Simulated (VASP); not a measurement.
V: relaxation of cell and atoms with r2SCAN

V:

```
CELL_PARAMETERS angstrom
-1.47500 1.47500 1.47500
1.47500 -1.47500 1.47500
1.47500 1.47500 -1.47500
ATOMIC_POSITIONS crystal
V 0.00000 0.00000 0.00000
```

The cell was built by a generator and needn't be a form met in nature.

- Program: VASP 6.6.1
- Task: relaxation of cell and atoms
- Functional: r2SCAN
- Potentials or basis: VASP PAW PBE potentials, release 64 (V_sv)
- Cutoff: 600 eV
- k mesh: 20 × 20 × 20
- Occupations: methfessel-paxton, width 0.1 eV
- Spin: no spin polarisation
- Further INCAR settings: ALGO = Normal; EDIFF = 1e-07; IBRION = 2; EDIFFG = -0.005; NSW = 60; ISIF = 3

The relaxed volume is 13.30 Å³/atom. The relaxed cell is a = 2.585 Å, b = 2.585 Å, c = 2.585 Å, α = 109.47°, β = 109.47°, γ = 109.47° and the space group after relaxing (to 0.05 Å) is Im-3m (No. 229). The energy gained by relaxing is 10.5 meV/atom. The ionic steps are 4. The pressure after relaxing is 0.0 GPa and the band gap on the k mesh is none (metal or under the smearing width).

Step by step:
```csv
step,energy change (eV),largest force (eV/Å),pressure (GPa),volume (Å³)
1,0.0000,0.0000,7.45,12.84
2,0.0086,0.0000,-8.76,13.98
3,-0.0105,0.0000,-0.10,13.31
4,-0.0105,0.0000,0.05,13.30
```

Final structure:
```
CELL_PARAMETERS angstrom
-1.49254 1.49254 1.49254
1.49254 -1.49254 1.49254
1.49254 1.49254 -1.49254
ATOMIC_POSITIONS crystal
V 0.00000 0.00000 0.00000
```

Levels at points of the mesh, in eV from the Fermi level:
```tsv
k point	band 4	band 5	band 6	band 7	band 8	band 9	band 10
(0.00, 0.00, 0.00)	-38.43	-7.08	0.49	0.49	0.49	2.70	2.70
(0.50, 0.00, 0.00)	-38.44	-3.38	-1.17	1.56	2.68	3.09	4.36
(0.50, 0.50, 0.50)	-39.09	-3.17	-3.17	3.95	3.95	3.95	10.77
```

Wall time 3 min on 1 thread of Intel(R) Xeon(R) 6975P-C (Granite Rapids), with other jobs on the host, peak memory 0.17 GiB.

Caveat: the PAW data sets were made with another functional, which shifts forces and pressure a little.
